**Tungsten disilicide: a metal whose levels look gapped**

Before tungsten disilicide goes into the model of a gate or a contact, someone has to decide how to describe it: as a metal, or as a narrow-gap semiconductor whose carriers come and go with temperature and doping. The levels below seem to speak for the semiconductor. In every row a wide separation straddles the Fermi energy. Even when different rows are compared, a stretch of 0.31 eV stays free of listed levels, as if the crystal had a small indirect gap. Yet the same calculation, judged on its full mesh, gives a metal.

Levels of WSi₂ (3-atom cell, atoms displaced at random by about 0.05 Å), calculated with ABACUS 3.10.1 using PBE, PseudoDojo NC SR 0.4.1 PBE standard potentials and a plane-wave cutoff of 1006.82 eV, without spin polarisation or spin-orbit coupling. The k mesh is 12×12×12, with Fermi-Dirac smearing of 0.05 eV. Energies are relative to the Fermi energy.

```csv
point a (reciprocal cell vector),point b (reciprocal cell vector),point c (reciprocal cell vector),level under 4 (eV),level under 3 (eV),level under 2 (eV),level under 1 (eV),level over 1 (eV),level over 2 (eV)
0.0000,0.0000,0.0000,-3.735,-3.387,-2.781,-2.767,0.549,2.709
-0.4167,0.1667,0.3333,-4.294,-2.867,-2.524,-0.876,2.394,2.631
-0.3333,0.3333,0.3333,-2.737,-2.540,-2.125,-0.182,1.217,2.406
0.4167,0.5000,-0.3333,-1.506,-1.292,-0.486,-0.074,1.461,4.787
0.5000,-0.0833,0.3333,-3.905,-2.698,-2.159,-1.851,1.423,2.282
0.4167,0.4167,0.4167,-4.413,-1.703,-1.583,-1.039,0.236,1.726
-0.0833,0.0833,0.5000,-5.058,-4.001,-3.124,-2.402,2.020,2.192
```

Each row is one point $\mathbf{k}$ of the same crystal, with point a, point b and point c as its components along the three reciprocal cell vectors. The points are scattered through the zone and don't form a path. Energies are counted from the Fermi energy $E_F$. "Level under 1" is the nearest level below it, "level over 1" the nearest above, and I call the distance between these two the separation.

**What the separation measures**

At any single $\mathbf{k}$ a crystal has a ladder of discrete levels, and $E_F$ falls somewhere between two rungs. Every metal therefore shows a separation at every point. A semiconductor differs in another respect: the number of rungs below $E_F$ is the same throughout the zone. In a metal that number changes from place to place, because some band passes through $E_F$.

The separation doesn't shrink to zero where this happens. While a band rises towards $E_F$ from below, the separation runs from that band up to the next higher one. Once the band has passed, it runs from the next lower one up to that band. The sign of a nearby crossing is thus a single level close to zero, with the separation still as wide as the spacing of the neighbouring bands.

**Where the separations are small**

The separations fall into two groups: 1.3 to 1.5 eV at points 3, 4 and 6, and 3.3 to 4.4 eV at the other four. Folded back into the zone of the undistorted tetragonal crystal, the first three are the points nearest to Z, the zone-boundary point along the long axis of the cell. Each of them has a level within 0.25 eV of $E_F$, and none of the others does.

Point 6 shows how such a level works. Its neighbours lie at −1.04 and 1.73 eV, so without it the separation would be about 2.8 eV. The level at 0.24 eV stands near the middle of that span and cuts it roughly in half. Point 3 is similar: without its level just under $E_F$, the separation there would be $2.125+1.217\approx3.3$ eV. At these two points the small separation thus comes from one level standing inside a wide span, though not necessarily a level of the same band. Point 1, the zone centre, has such a lone level too, at 0.55 eV, but its span is 5.5 eV wide, so the separation stays large there. At point 4 the span itself is narrower: without the level at −0.07 eV the separation would be about 1.9 eV, because another level lies at −0.49 eV.

Point 5 is the irregular row. It lies hardly farther from Z than point 3, 0.68 against 0.65 Å⁻¹, but its separation is more than twice as large. Point 3 is displaced from Z only across the long axis, while point 5 is displaced along it as well. In a tetragonal crystal the band energies depend on direction, so distance from Z is a loose guide and no law. Which bands make the difference at point 5 can't be read from two rows.

**From point 4 to point 6**

Points 4 and 6 hold the key to the apparent gap, since its lower edge is the highest level under $E_F$ at point 4 and its upper edge the lowest level over it at point 6. The levels at $\mathbf{k}$ and $-\mathbf{k}$ are equal in this calculation, even in a distorted cell. With point 6 reversed in this way, the two points are only 0.26 Å⁻¹ apart. Bands are continuous, so over such a short distance the two ladders should match rung by rung.

There are two sensible ways to match them. If equally many bands lie below $E_F$ at both points, the six listed levels must change by 1.9 eV (root mean square), and still by 1.0 eV if only the inner four are compared. If one band fewer lies below at point 6, five pairs of levels match with a change of only 0.35 eV. The second reading is much the smoother.

In that reading the level at −0.07 eV at point 4 and the level at 0.24 eV at point 6 belong to the same band. It rises by 0.31 eV between the two points and passes through $E_F$ on the way. The supposed gap is then the climb of a single band, seen at two places. Its two edges look like the top of one band and the bottom of another only because the levels are numbered from $E_F$ and not from the lowest band.

This is a strong argument but no proof. The first matching needs a band with a mean slope of about 12 eV Å, against 2 eV Å for the steepest in the second. A free electron at the density of the valence electrons would reach about 17 eV Å, so the steep band is unlikely rather than forbidden. The method also needs close points: for points 3 and 4, which are 0.37 Å⁻¹ apart, the two matchings do about equally well and decide nothing.

A crossing has a consequence for the carriers. The cell holds an even number of electrons, just enough to fill a whole number of bands. The matching tells only that point 4 has one band more below $E_F$ than point 6, not which of the two has the normal count. Either a filled band is emptied near point 6, or an otherwise empty band dips below $E_F$ near point 4. For this crystal the second is the expected case: a pocket of electrons near Z, whose electrons are missing from a lower band elsewhere. The lone level at 0.55 eV at the zone centre is the natural candidate for that emptied band, which would put point 1 inside a pocket of holes despite its wide separation. The table lists no absolute band numbers, so it can't settle this by itself. Either way the result is a semimetal, with equal numbers of electrons and holes.

**Why the stretch stays empty**

If bands do cross $E_F$, it may seem odd that no row has a level inside the 0.31 eV. The smearing of the occupations allows an estimate. Levels within a few $k_BT$ of $E_F$ are partly filled and carry entropy. For a density of states $g$ that is constant over this range, adding up their contributions gives

$$TS=\frac{\pi^2}{3}(k_BT)^2\,g .$$

Here $k_BT$ is the smearing width of 0.05 eV, and the full mesh has $TS\approx0.0024$ eV per cell. Hence $g\approx0.0024/(3.29\times0.0025)\approx0.29$ states per eV and cell, both spins included. Each level holds two spin states, so seven points should together place

$$N=7\times\frac{0.29}{2}\times0.31\approx0.3$$

levels in the stretch. An empty stretch is what so thin a density leads to, and it is no evidence for a gap.

The estimate is good for the order of magnitude only. Within 0.5 eV of $E_F$ it predicts one level for the seven points, and the table has four. The listed points also carry, on average, about four times the smearing entropy of the full mesh, so they are richer in levels near $E_F$ than the zone as a whole. Even four times the estimate would put only about one level in the stretch. The entropy doesn't by itself establish a metal, because the band edges of a narrow-gap semiconductor would carry some too; that verdict rests on the full mesh. The output printed below gives the distances, the matchings and this estimate.

A low density of states at $E_F$ fits a simple picture of the bonding. Metal d states and silicon states combine into bonding bands, mostly filled, and antibonding bands, mostly empty, with few states in between. The levels here carry no orbital labels, so for these rows the picture remains an argument from general chemistry.

**How far to trust the edges**

The fact of a crossing and its exact place deserve different degrees of trust. Spin-orbit coupling is left out, and in tungsten 5d bands it can move levels by tenths of an eV, as much as the whole climb from point 4 to point 6. The atoms are also displaced at random by about 0.05 Å, so these aren't quite the levels of the ideal crystal. The density functional adds its own error, since PBE often misplaces band edges and can exaggerate the overlap of bands in a semimetal. The size of the carrier pockets, and with it the number of carriers, shouldn't be taken from these levels.

For the model of the contact, the choice is the metal, with a low density of states at the Fermi energy. The rule behind it serves for any list of levels at scattered points: before calling an empty stretch a gap, count the bands below the Fermi energy at each point. If the count changes between two points, a band has crossed, however wide the separations look.

The analysis program printed:

```
Position and separation:
      row  distance from Z (1/A)  separation across Fermi energy (eV)
      0.0                 0.8025                                3.316
  -0.4167                  1.011                                 3.27
  -0.3333                 0.6515                                1.399
   0.4167                 0.3704                                1.535
      0.5                 0.6758                                3.274
   0.4167                 0.4795                                1.275
  -0.0833                  1.152                                4.422
Rank correlation of distance from Z and separation: 0.7857
Stretch empty of listed levels (eV): 0.31
Distance of points 4 and 6 (1/A): 0.2582
Distance of points 3 and 4 (1/A): 0.3704
Points 4 to 6, equal number of bands under, rms change of six levels (eV): 1.898
Points 4 to 6, equal number under, rms change of the inner four levels (eV): 0.9752
Points 4 to 6, one band fewer under at point 6, rms change of five levels (eV): 0.3451
Points 4 to 6, one band more under at point 6, rms change of five levels (eV): 2.845
Rise of the band that would cross, point 4 to 6 (eV): 0.31
Steepest mean slope with equal number under (eV A): 11.86
Steepest mean slope with one fewer under at point 6 (eV A): 2.142
Free-electron slope at the density of 14 valence electrons a cell (eV A): 16.55
Control, points 4 to 3, equal number under, rms of inner four (eV): 1.039
Control, points 4 to 3, one fewer under at point 3, rms of five (eV): 0.9397
Density of states near the Fermi energy from the smearing entropy (states per eV and cell): 0.2893
Levels expected in the empty stretch from seven points: 0.3139
Levels expected within 0.5 eV of the Fermi energy from seven points: 1.013
Levels listed within 0.5 eV of the Fermi energy: 4
Smearing entropy of the listed points over that of the full mesh: 3.898
```
